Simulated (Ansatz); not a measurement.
Computed with Ansatz on PBE0-D4/def2-TZVP structures; ΔE is electronic, products minus reactants. CBS: MP2 limit from def2 TZ/QZ plus the TZ coupled-cluster correction, frozen cores. This one scheme is used for every species. Functionals use def2-TZVPP. def2 core potentials past Kr. For Se, Sn outer-core shells are correlated without core-valence functions, which leaves a few kJ/mol of doubt a bond. Scalar relativity is left out up to krypton.

`F[C](F)(F)[SnH3]` + `C[SeH]` → `C[Se][SnH3]` + `FC(F)F`  (ligand exchange at the Sn–C bond)

`F[C](F)(F)[SnH3]`:

Z-matrix (Å, degrees):
```
C
F 1 1.345
F 1 1.345 2 106.7
F 1 1.345 2 106.7 3 -113.9
Sn 1 2.205 2 112.1 3 123.1
H 5 1.699 1 107.0 2 59.9
H 5 1.699 1 107.0 2 179.9
H 5 1.699 1 107.0 2 -60.1
```

`C[SeH]`:

Cartesian coordinates in Å:
```
C -0.266 0.377 0.292
Se 0.024 -0.788 -1.243
H -0.395 -0.210 1.198
H -1.183 0.925 0.083
H 0.557 1.081 0.399
H 1.263 -1.386 -0.729
```

`C[Se][SnH3]`:

Cartesian coordinates in Å:
```
C 0.031 1.623 0.530
Se -0.868 0.778 -0.992
Sn -0.061 -1.571 -0.556
H -0.333 1.211 1.469
H 1.110 1.504 0.453
H -0.220 2.681 0.480
H 1.647 -1.585 -0.556
H -0.684 -2.551 -1.801
H -0.622 -2.091 0.972
```

`FC(F)F`:

Cartesian coordinates in Å:
```
F -1.228 0.075 0.455
C 0.029 -0.041 0.033
F 0.013 -0.400 -1.249
F 0.619 1.149 0.131
H 0.566 -0.782 0.630
```

```csv
level,ΔE (eV)
PBE-D4,-1.16
r2SCAN-D4,-1.20
BHLYP,-1.28
LC-ωPBE,-1.16
MP2/def2-SVP,-1.33
CCSD/def2-SVP,-1.26
CCSD(T)/def2-TZVPP,-1.23
MP2/def2-QZVPP,-1.36
```

(1) What does CCSD(T)/CBS give? (Estimate.)

Largest T1 diagnostic among the species: 0.013.

Answers

(1) Computed: -1.28 eV. The listed levels differ from it by 0.12, 0.08, 0.00, 0.12, -0.05, 0.02, 0.05, -0.08 eV.

In def2-TZVPP, CCSD(T) changes the Hartree–Fock value by +0.19 eV (the triples alone add +0.02 eV) and MP2 by +0.08 eV. Leaving LDA and LC-ωPBE aside and taking each functional with its dispersion term where it has one, the values, not all of them listed here, spread over 0.21 eV, from BHLYP-D4 to BLYP-D4. From r2SCAN to r2SCAN0 (25 % exact exchange), in def2-TZVPP and without D4, ΔE moves by −0.08 eV.

CCSD(T)/CBS has its own doubt, a few kJ/mol and more with outer-core shells, so smaller differences from it don't rank the levels.
